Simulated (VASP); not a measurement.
Set up this calculation in VASP 6.6.1, as the native input.

```yaml
Task: relaxation of cell and atoms
Functional: r2SCAN
Potentials_or_basis: VASP PAW PBE potentials, release 64 (Ge_d)
Cutoff: 600 eV
k_mesh: 11 × 11 × 10
Occupations: gaussian, width 0.05 eV
Spin: no spin polarisation
Further_INCAR_settings: ALGO = Normal; EDIFF = 1e-06; IBRION = 2; EDIFFG = -0.01; NSW = 40; ISIF = 3
```

The structure of Ge lies in POSCAR:

```
Ge
1.0
    1.3971490000     -2.6005160000      0.0000000000
    1.3971490000      2.6005160000      0.0000000000
    0.0000000000      0.0000000000      2.6982310000
Ge
1
Direct
    0.5000000000      0.5000000000      0.0000000000
```

This isn't the form of Ge at room conditions, which is diamond.

One way to write it, as run:

INCAR

```
SYSTEM = Ge
  PREC = Accurate
  ENCUT = 600
  EDIFF = 1E-6
  ISMEAR = 0
  SIGMA = 0.05
  LREAL = .FALSE.
  LASPH = .TRUE.
  NELM = 60
  ALGO = Normal
  ISIF = 3
  LWAVE = .FALSE.
  LCHARG = .FALSE.
  METAGGA = R2SCAN
  LMIXTAU = .TRUE.
  IBRION = 2
  NSW = 40
  EDIFFG = -0.01
```

KPOINTS

```
Automatic mesh
0
G
  11 11 10
  0 0 0
```

Potentials or basis: VASP PAW PBE potentials, release 64 (Ge_d).

The run is started by

```sh
$ cat potpaw_PBE.64/Ge_d/POTCAR > POTCAR
$ mpirun -np 1 vasp_std > vasp.out
```

It gave:

```
Relaxed volume                         : 18.66 Å³/atom
Relaxed cell                           : a = 2.827 Å, b = 2.827 Å, c = 2.689 Å, α = 90.00°, β = 90.00°, γ = 119.74°
Space group after relaxing (to 0.05 Å) : P6/mmm (No. 191)
Energy gained by relaxing              : 15.1 meV/atom
Ionic steps                            : 20
Pressure after relaxing                : 0.0 GPa
Band gap on the k mesh                 : none (metal or under the smearing width)
```

Caveat: the PAW data sets were made with another functional, which shifts forces and pressure a little.

Wall time 19 min on 1 thread of Intel(R) Xeon(R) Platinum 8259CL CPU @ 2.50GHz (Skylake/Cascade Lake), with other jobs on the host, peak memory 0.2 GiB.
